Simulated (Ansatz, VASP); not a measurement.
# Tl in VASP and in Ansatz

```
Tl
1.0
     3.75928    0.25184   -0.08698
    -0.45505    5.38202    0.37963
    -0.20714    2.36212    3.27556
Tl
2
Direct
  0.84519 0.25382 0.84001
  0.34390 0.75519 0.83962
```

Alike in both runs: functional PBE; k mesh 6 × 4 × 4; occupations gaussian, width 0.1 eV; no spin polarisation.

Ansatz relaxed the structure, and its values are those at the end. VASP's run is a single point on that final structure, the one shown.

|  | VASP | Ansatz |
| --- | --- | --- |
| version | VASP 6.6.1 | Ansatz 0.2.0 |
| potentials or method | VASP PAW PBE potentials, release 64 (Tl_d) | scalar-relativistic, plane waves, PAW |
| plane-wave cutoff (eV) | 520 | 420 |
| valence electrons in the cell | 26 | 26 |

Ansatz gave:

* gap on the k mesh at the Fermi level (eV): none
* pressure (GPa): 0.1
* rms of the force components (eV/Å): 0.009

What did VASP give for the same quantities?

gap on the k mesh at the Fermi level (eV): none; pressure (GPa): 0.0; rms of the force components (eV/Å): 0.009.

A gap of «none» marks a metal or a gap that the smearing closes. The functional is the same, so the differences come from potentials, cutoffs and numerics.

Caveats: the k mesh is coarse (spacing up to 0.51 Å⁻¹), so the values aren't converged. Spin-orbit coupling is left out, which matters for the levels of Tl.
